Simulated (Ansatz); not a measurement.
# P: the cost of one run

Program: Ansatz 0.2.0. Level of theory: DFT, PBE, plane-wave PAW, default files, scalar-relativistic. These are calculated values, not measurements.

## Step 1: The system as given

It takes space group P-1 (No. 2, triclinic). Conventional cell: a = 5.503 Å, b = 10.884 Å, c = 11.024 Å, α = 94.68°, β = 99.83°, γ = 100.55°. P (site symmetry 1) has 3 P at 2.16 to 2.18 Å as nearest neighbours. P (site symmetry 1) is surrounded by 3 P at 2.17 Å. Around P (site symmetry 1) lie 3 P at 2.16 to 2.17 Å. Only part of the 12 independent sites is listed.

Coordinates:

```
P
1.0
     5.50300    0.00000    0.00000
    -1.99327   10.70009    0.00000
    -1.88123   -1.26579   10.78810
P
24
Direct
  0.07419 0.00247 0.67802
  0.92581 0.99753 0.32198
  0.59157 0.17722 0.52922
  0.40843 0.82278 0.47078
  0.16263 0.05123 0.18938
  0.83737 0.94877 0.81062
  0.77774 0.37360 0.55505
  0.22226 0.62640 0.44495
  0.68802 0.31490 0.02641
  0.31198 0.68510 0.97359
  0.24034 0.01126 0.87186
  0.75966 0.98874 0.12814
  0.51500 0.30808 0.67157
  0.48500 0.69192 0.32843
  0.37833 0.31956 0.47750
  0.62167 0.68044 0.52250
  0.06563 0.37416 0.13526
  0.93437 0.62584 0.86474
  0.01211 0.14518 0.81346
  0.98789 0.85482 0.18654
  0.79376 0.49419 0.14244
  0.20624 0.50581 0.85756
  0.75015 0.31893 0.22608
  0.24985 0.68107 0.77392
```

## Step 2: First run, atoms as given

Input file input.yaml:

```yaml
crystal:
  lattice:
    - [5.503, 0.0, 0.0]
    - [-1.9932656975, 10.7000881363, 0.0]
    - [-1.8812344655, -1.265791174, 10.7880993283]
  atoms:
    - { symbol: P, position: [0.07419, 0.00247, 0.67802] }
    - { symbol: P, position: [0.92581, 0.99753, 0.32198] }
    - { symbol: P, position: [0.59157, 0.17722, 0.52922] }
    - { symbol: P, position: [0.40843, 0.82278, 0.47078] }
    - { symbol: P, position: [0.16263, 0.05123, 0.18938] }
    - { symbol: P, position: [0.83737, 0.94877, 0.81062] }
    - { symbol: P, position: [0.77774, 0.3736, 0.55505] }
    - { symbol: P, position: [0.22226, 0.6264, 0.44495] }
    - { symbol: P, position: [0.68802, 0.3149, 0.02641] }
    - { symbol: P, position: [0.31198, 0.6851, 0.97359] }
    - { symbol: P, position: [0.24034, 0.01126, 0.87186] }
    - { symbol: P, position: [0.75966, 0.98874, 0.12814] }
    - { symbol: P, position: [0.515, 0.30808, 0.67157] }
    - { symbol: P, position: [0.485, 0.69192, 0.32843] }
    - { symbol: P, position: [0.37833, 0.31956, 0.4775] }
    - { symbol: P, position: [0.62167, 0.68044, 0.5225] }
    - { symbol: P, position: [0.06563, 0.37416, 0.13526] }
    - { symbol: P, position: [0.93437, 0.62584, 0.86474] }
    - { symbol: P, position: [0.01211, 0.14518, 0.81346] }
    - { symbol: P, position: [0.98789, 0.85482, 0.18654] }
    - { symbol: P, position: [0.79376, 0.49419, 0.14244] }
    - { symbol: P, position: [0.20624, 0.50581, 0.85756] }
    - { symbol: P, position: [0.75015, 0.31893, 0.22608] }
    - { symbol: P, position: [0.24985, 0.68107, 0.77392] }
kpoints:
  mp_grid: { grid: [6, 3, 3] }
scf:
  occupations: { method: fermi_dirac, width: 0.02 }
hamiltonian:
  xc: pbe
  pseudopotentials: { kind: paw }
output:
  forces: true
  stress: true
  populations: true
  efg: { contact_densities: true }
```

Run with:

```bash
$ ansatz run input.yaml --threads 4 --pin off --max-ram 8192MiB --backend cpu --events-out ev --progress --plain --runs-dir out
```

What time and memory should one allow on 4 threads of Intel Xeon 6975P-C (Granite Rapids), shared host?

About 26 s, with a peak of 2.1 GiB.
